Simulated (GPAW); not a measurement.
Wanted: an ASE script for a GPAW 26.7.0 run.

```yaml
Task: phonons
Functional: PBE
Potentials_or_basis: GPAW PAW data sets (gpaw-data 1.2.1)
Cutoff: 510 eV
Basis: pw
k_mesh: 8 × 8 × 8
Occupations: fermi-dirac, width 0.05 eV
Spin: no spin polarisation
Maxiter: 150
Convergence: density=1e-06 eigenstates=1e-09
Supercell: 2 × 2 × 2
Supercell_k_mesh: 4 × 4 × 4
Displacement: 0.02
Relaxed_first: cell
Ecut_relax: 600
Band_path: GXLTWRX1ZGYSW,L1Y,Y1Z
```

The structure of Sn lies in POSCAR:

```
Sn
1.0
   -1.7265390000      1.7755470000      2.3383420000
    1.7265390000     -1.7755470000      2.3383420000
    1.7265390000      1.7755470000     -2.3383420000
Sn
1
Direct
    0.0000000000      0.0000000000      0.0000000000
```

This isn't the form of Sn at room conditions, which is tetragonal (white tin).

One way to write it, as run:

run.py

```python
import json
import numpy as np
from ase import Atoms
from ase.constraints import FixSymmetry
from ase.filters import FrechetCellFilter
from ase.io import read, write
from ase.optimize import BFGS
from phonopy import Phonopy
from phonopy.structure.atoms import PhonopyAtoms
from gpaw import GPAW, PW

atoms = read('POSCAR')

calc = GPAW(mode=PW(600),
            xc='PBE',
            kpts={'size': (8, 8, 8), 'gamma': True},
            occupations={'name': 'fermi-dirac', 'width': 0.05},
            nbands=14,
            convergence={'density': 1e-06, 'eigenstates': 1e-09},
            maxiter=150,
            txt='gpaw.txt')
atoms.calc = calc
atoms.set_constraint(FixSymmetry(atoms))
BFGS(FrechetCellFilter(atoms), trajectory='relax.traj', logfile='-').run(fmax=0.005, steps=40)
atoms.set_constraint()
energy = atoms.get_potential_energy()
forces = atoms.get_forces()
stress = atoms.get_stress()
calc.write('gs.gpw')
write('result.traj', atoms)
print('Cell:', atoms.cell.cellpar().round(4))
print(atoms.get_scaled_positions().round(5))

def force_constants(scale):
    unit = PhonopyAtoms(symbols=atoms.get_chemical_symbols(), cell=atoms.cell[:] * scale**(1 / 3),
                        scaled_positions=atoms.get_scaled_positions())
    ph = Phonopy(unit, supercell_matrix=np.diag([2, 2, 2]), primitive_matrix=np.eye(3), symprec=1e-4)
    ph.generate_displacements(distance=0.02)
    forces = []
    for i, sc in enumerate(ph.supercells_with_displacements):
        a = Atoms(sc.symbols, cell=sc.cell, scaled_positions=sc.scaled_positions, pbc=True)
        c = GPAW(mode=PW(510),
                 xc='PBE',
                 kpts={'size': (4, 4, 4), 'gamma': True},
                 occupations={'name': 'fermi-dirac', 'width': 0.05},
                 nbands=74,
                 convergence={'density': 1e-06, 'eigenstates': 1e-09},
                 maxiter=150,
                 txt=f'disp-{scale:.3f}-{i:02d}.txt')
        a.calc = c
        f = a.get_forces()
        forces.append(f - f.mean(axis=0))
        print(f'displacement {i}: drift', f.mean(axis=0).round(5), flush=True)
    ph.forces = forces
    ph.produce_force_constants()
    ph.symmetrize_force_constants()
    return ph

qpoints = [[0.0, 0.0, 0.0], [0.0, 0.0, 0.5], [0.0, 0.5, 0.0], [0.0, 0.5, 0.5], [0.5, 0.0, 0.0], [0.5, 0.0, 0.5], [0.5, 0.5, 0.0], [0.5, 0.5, 0.5]]
results = {}
for scale in [1.0]:
    ph = force_constants(scale)
    ph.run_qpoints(qpoints)
    nu = ph.qpoints.frequencies * 33.35641  # THz to cm^-1
    results[f'{scale:.3f}'] = nu.tolist()
    for qp, f in zip(qpoints, nu):
        print(scale, np.round(qp, 4), f.round(2))

path = atoms.cell.bandpath('GXLTWRX1ZGYSW,L1Y,Y1Z', npoints=60, eps=1e-4)
ph.run_qpoints(path.kpts)
results['path'] = (ph.qpoints.frequencies * 33.35641).tolist()
results['path_q'] = path.kpts.tolist()
x, ticks, names = path.get_linear_kpoint_axis()
results['axis'] = [x.tolist(), list(ticks), names]
ph.run_mesh([15, 15, 15], is_gamma_center=True)
ph.run_thermal_properties(temperatures=[0, 100, 200, 300, 500, 800], cutoff_frequency=0.05)
tp = ph.thermal_properties
results['thermal'] = [list(v) for v in (tp.temperatures, tp.free_energy, tp.entropy, tp.heat_capacity)]
for t, fv, s, cv in zip(*results['thermal']):
    print(f'{t:6.0f} K  F {fv:9.4f} kJ/mol  S {s:9.4f} J/K/mol  Cv {cv:9.4f} J/K/mol')
json.dump(results, open('phonons.json', 'w'))
```

Potentials or basis: GPAW PAW data sets (gpaw-data 1.2.1), pw.

Command:

```console
$ OMP_NUM_THREADS=1 python run.py
```

It gave:

```yaml
Relaxed_volume: 27.57 Å³/atom
Relaxed_cell: a = 3.326 Å, b = 3.326 Å, c = 3.326 Å, α = 115.43°, β = 114.99°, γ = 98.52°
Space_group_after_relaxing_to_0.05_Å: I4/mmm (No. 139)
Pressure_after_relaxing: 0.0 GPa
Band_gap_on_the_k_mesh: none (metal or under the smearing width)
Highest_phonon_frequency: 104 cm⁻¹
```

Caveat: the cutoff is short for stress and forces, so pressures can be off by a GPa or more; phonon bands are interpolated from a small supercell.

Wall time 10 min on 1 thread of Arm Neoverse V2 (shared host), peak memory 0.6 GiB.
